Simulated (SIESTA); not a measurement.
Crystal: Cs2AgBiBr6.

```
Bi Cs Ag Br
1.0
     0.00000    5.61610    5.61610
     5.61610    0.00000    5.61610
     5.61610    5.61610    0.00000
Bi Cs Ag Br
1 2 1 6
Direct
  0.00000 0.00000 0.00000
  0.75000 0.75000 0.75000
  0.25000 0.25000 0.25000
  0.50000 0.50000 0.50000
  0.74945 0.74945 0.25055
  0.25055 0.25055 0.74945
  0.74945 0.25055 0.25055
  0.74945 0.25055 0.74945
  0.25055 0.74945 0.74945
  0.25055 0.74945 0.25055
```

* Program: SIESTA 5.4.2
* Task: single point
* Functional: PBE
* Potentials or basis: PseudoDojo 0.4 standard (PBE files)
* Basis: DZP (energy shift 0.003 Ry; two zetas on semicore shells; d shell added on Cs)
* Grid cutoff: 800 Ry
* Energy shift: 0.003 Ry
* k mesh: 4 × 4 × 4
* Occupations: fermi-dirac, width 0.05 eV
* Spin: no spin polarisation

On this cell: pressure 2.2 GPa; largest force 0.437 eV/Å; band gap on the k mesh 1.31 eV, indirect (least direct gap 2.50 eV).

The same run follows on a disturbed copy (atoms moved at random, drawn with an rms of 0.05 Å):

```xyz
10
Lattice="0.0000 5.6161 5.6161 5.6161 0.0000 5.6161 5.6161 5.6161 0.0000" Properties=species:S:1:pos:R:3 pbc="T T T"
Bi    0.0306    0.0328    0.0251
Cs    8.4648    8.4099    8.3889
Cs    2.8272    2.8437    2.8540
Ag    5.5899    5.6636    5.6202
Br    5.6345    5.6047    8.4106
Br    5.6177    5.6342    2.8553
Br    2.8140    5.6118    5.6334
Br    5.6051    8.4326    5.6673
Br    8.3975    5.6324    5.6045
Br    5.5996    2.7827    5.6232
```

**Question.** What does the disturbed cell give?

**Answer.** The energy moves by +2.1 meV/atom; pressure 2.2 GPa; largest force 0.831 eV/Å; band gap on the k mesh 1.28 eV, indirect (least direct gap 2.45 eV).

Forces in eV/Å, atoms in the order of the input:
```
Bi  -0.391 -0.346 -0.095
Cs  -0.024  0.016  0.036
Cs  -0.010 -0.017 -0.024
Ag   0.106 -0.086  0.054
Br   0.004 -0.019 -0.249
Br  -0.003 -0.006  0.274
Br   0.518 -0.005  0.006
Br  -0.004 -0.344  0.000
Br  -0.214 -0.023  0.005
Br   0.018  0.831 -0.007
```

Stress tensor (GPa, compression positive):
```
 2.12 -0.01 -0.01
-0.01  2.52  0.00
-0.01  0.00  1.95
```

Caveats: short orbitals over semicore shells can move pressures by several GPa; spin-orbit coupling is left out, which as a rule narrows the gap of such compounds by several tenths of an eV; the basis of atomic orbitals isn't converged, which shifts pressures, moduli and gaps.

A k mesh can miss the band edges.
